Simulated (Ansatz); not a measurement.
# An added N started as a split pair with a N atom in wurtzite AlN, 97 atoms, charge +1

All numbers come from Ansatz (PAW, plane waves, no spin–orbit coupling) at the single k point (¼, ¼, ¼) without its symmetry partners. The atoms were relaxed with PBEsol in a fixed cell; other functionals are single points on those atoms unless said otherwise. The valence top and gap of the host come from its small cell on a dense mesh, with the band extrema sought between the mesh points, lined up by the mean potential, PBEsol gap 4.09 eV, HSE06 gap 5.54 eV. The charge correction uses an assumed dielectric constant of 8.5.

Relaxed structure:

```
CELL_PARAMETERS angstrom
9.34145 0.00000 0.00000
0.00000 10.78657 0.00000
0.00000 0.00000 9.96706
ATOMIC_POSITIONS crystal
Al 0.16687 0.08341 0.24838
Al 0.16580 0.08278 0.74995
Al 0.00006 0.33355 0.24949
Al 0.99966 0.33291 0.74934
Al 0.50057 0.08319 0.24924
Al 0.50033 0.08323 0.74947
Al 0.33363 0.33273 0.24854
Al 0.32923 0.33010 0.75346
Al 0.16831 0.58345 0.24762
Al 0.16277 0.58142 0.75294
Al 0.00131 0.83385 0.24790
Al 0.00038 0.83327 0.74906
Al 0.83481 0.08465 0.24806
Al 0.83412 0.08327 0.74944
Al 0.66606 0.33404 0.24874
Al 0.66963 0.33043 0.75246
Al 0.50768 0.58716 0.21147
Al 0.49850 0.58193 0.74776
Al 0.33479 0.83256 0.24843
Al 0.33304 0.83673 0.75214
Al 0.83589 0.58428 0.24585
Al 0.83423 0.58171 0.74782
Al 0.67007 0.83531 0.24583
Al 0.66685 0.83573 0.74769
Al 0.00058 0.16779 0.49931
Al 0.00050 0.16705 0.99911
Al 0.33048 0.16103 0.49950
Al 0.33337 0.16524 0.00025
Al 0.16505 0.41535 0.49919
Al 0.16598 0.41593 0.00128
Al 0.00004 0.66713 0.49830
Al 0.00041 0.66705 0.99911
Al 0.66811 0.16421 0.49865
Al 0.66757 0.16585 0.00033
Al 0.49419 0.39014 0.51376
Al 0.50025 0.41346 0.99494
Al 0.30808 0.67472 0.51323
Al 0.33124 0.66831 0.99438
Al 0.16581 0.91771 0.49878
Al 0.16674 0.91717 0.00014
Al 0.83237 0.41617 0.49884
Al 0.83422 0.41657 0.99955
Al 0.69126 0.68045 0.50166
Al 0.67249 0.66967 0.99020
Al 0.50102 0.91644 0.49884
Al 0.50121 0.91739 0.99940
Al 0.83803 0.92150 0.49850
Al 0.83506 0.91766 0.99809
N 0.00111 0.16764 0.18966
N 0.00030 0.16672 0.69005
N 0.33414 0.16612 0.19051
N 0.33274 0.16518 0.69031
N 0.16715 0.41669 0.19176
N 0.16661 0.41644 0.69012
N 0.00252 0.66729 0.18931
N 0.99948 0.66661 0.68877
N 0.66700 0.16708 0.19111
N 0.66717 0.16560 0.68944
N 0.50001 0.41623 0.18688
N 0.49932 0.41104 0.69960
N 0.33366 0.66721 0.18590
N 0.32873 0.66859 0.69910
N 0.16836 0.91655 0.19073
N 0.16651 0.91661 0.68940
N 0.83323 0.41724 0.19067
N 0.83270 0.41588 0.68923
N 0.67687 0.67188 0.17772
N 0.66589 0.66664 0.68761
N 0.50139 0.91631 0.19054
N 0.49972 0.91662 0.68910
N 0.83605 0.91857 0.18869
N 0.83453 0.91690 0.68879
N 0.16466 0.08189 0.43920
N 0.16661 0.08307 0.94041
N 0.99862 0.33354 0.44014
N 0.00022 0.33349 0.94011
N 0.49980 0.08257 0.44035
N 0.50064 0.08365 0.94027
N 0.32834 0.32643 0.43998
N 0.33146 0.33193 0.94223
N 0.16201 0.58235 0.43900
N 0.16572 0.58210 0.94152
N 0.00078 0.83313 0.43943
N 0.00099 0.83317 0.93953
N 0.83525 0.08562 0.43884
N 0.83412 0.08386 0.93983
N 0.66438 0.33277 0.44091
N 0.66874 0.33212 0.94150
N 0.45489 0.55842 0.47976
N 0.50151 0.58359 0.94165
N 0.33351 0.83175 0.44090
N 0.33396 0.83539 0.94111
N 0.83805 0.58273 0.43787
N 0.83601 0.58230 0.93668
N 0.67186 0.84009 0.43802
N 0.66786 0.83605 0.93659
N 0.54348 0.60780 0.39832
```

Chemical potentials μ are those of reference phases of the elements at zero temperature by the same functional (the usual solids, diamond for C, grey Sn, and the molecules H2, N2, O2, F2, Cl2, Br2 and S8).

```
functional  E(defect) − E(host) − Σ nμ + q·E_VBM (eV)  monopole (eV)  alignment (eV)  formation energy at E_F = VBM (eV)  moment (μB)              wall time, shared host
    PBEsol                                       2.93           0.24           -0.01                                3.16          2.0  8.6 s on NVIDIA GB200 (relaxation)
     HSE06                                       2.40           0.24            0.00                                2.64          2.0                27 s on NVIDIA GB200
```

HSE06 one-electron levels near the gap (the ten most localised at most), from the host's valence top, not corrected for the charge's images:

```csv
level (eV),spin,filling,atoms sharing it,element of the atom with most weight
-0.29,up,1.00,49.6,spread
-0.27,down,1.00,51.0,spread
-0.24,up,1.00,54.1,spread
-0.23,down,1.00,55.0,spread
-0.14,up,1.00,50.3,spread
-0.13,down,1.00,52.2,spread
0.19,up,1.00,5.8,N
0.31,up,1.00,6.0,N
3.36,down,0.00,4.0,N
3.43,down,0.00,3.9,N
```

PBEsol tends to spread a hole over several anions where a hybrid would trap it on one, and single points on PBEsol atoms lack that distortion.

All elements are taken at their own reference at once; growth conditions in equilibrium with the host shift these energies, by up to the host's formation enthalpy.

One k point and a cell of this size can leave errors of several tenths of an eV in such numbers.
